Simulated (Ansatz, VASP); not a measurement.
One calculation of AgCl, two programs

File POSCAR:

```
AgCl
1.0
    4.0048623878      0.0000000000      0.0000000000
   -2.0024311939      3.4683125665      0.0000000000
    0.0000000000      0.0000000000      6.2010351026
Ag Cl
2 2
Direct
    0.0000000000      0.0000000000      0.0000000000
    0.0000000000      0.0000000000      0.5000000000
    0.3333333333      0.6666666667      0.2500000000
    0.6666666667      0.3333333333      0.7500000000
```

The input INCAR.step1:

```
SYSTEM = AgCl
ALGO = Normal
EDIFF = 1E-4
ENCUT = 520
GGA = PE
ISMEAR = 0
LASPH = .TRUE.
LCHARG = .FALSE.
LREAL = .FALSE.
LWAVE = .TRUE.
NBANDS = 26
NELM = 60
PREC = Accurate
SIGMA = 0.01
```

INCAR.step2

```
SYSTEM = AgCl
ALGO = Normal
EDIFF = 1E-6
ENCUT = 520
ISIF = 2
ISMEAR = 0
ISTART = 1
LASPH = .TRUE.
LCHARG = .TRUE.
LELF = .TRUE.
LMIXTAU = .TRUE.
LREAL = .FALSE.
LVHAR = .TRUE.
LWAVE = .FALSE.
METAGGA = R2SCAN
NBANDS = 26
NELM = 60
PREC = Accurate
SIGMA = 0.01
```

Contents of KPOINTS:

```
k-points
0
G
  6 6 4
  0 0 0
```

Input for Ansatz:

```yaml
crystal:
  lattice:
    - [4.0048623878, 0.0, 0.0]
    - [-2.0024311939, 3.4683125665, 0.0]
    - [0.0, 0.0, 6.2010351026]
  atoms:
    - { symbol: Ag, position: [0.0, 0.0, 0.0] }
    - { symbol: Ag, position: [0.0, 0.0, 0.5] }
    - { symbol: Cl, position: [0.3333333333, 0.6666666667, 0.25] }
    - { symbol: Cl, position: [0.6666666667, 0.3333333333, 0.75] }
kpoints:
  mp_grid: { grid: [6, 6, 4] }
hamiltonian:
  xc: r2scan
scf:
  occupations: { method: fixed }
  n_extra_bands: 5
output:
  forces: true
  stress: true
  eigenvalues: true
```

Alike in both runs: task single point; functional r2SCAN; k mesh 6 × 6 × 4; no spin polarisation.

```csv
,VASP,Ansatz
version,VASP 6.6.1,Ansatz 0.2.0
potentials or method,"VASP PAW PBE potentials, release 64 (Ag, Cl)","plane waves, PAW"
plane-wave cutoff (eV),520,500
occupations,"gaussian, width 0.01 eV",fixed
valence electrons in the cell,36,52
```

|  | VASP | Ansatz | Ansatz less VASP |
| --- | --- | --- | --- |
| gap on the k mesh at the Fermi level (eV) | 1.43 | 1.48 | +0.050 |
| pressure (GPa) | -0.1 | 0.0 | +0.07 |

The two sets of potentials don't hold the same shells in valence.

Caveats: the PAW data sets were made with another functional, which shifts forces and pressure a little (VASP).
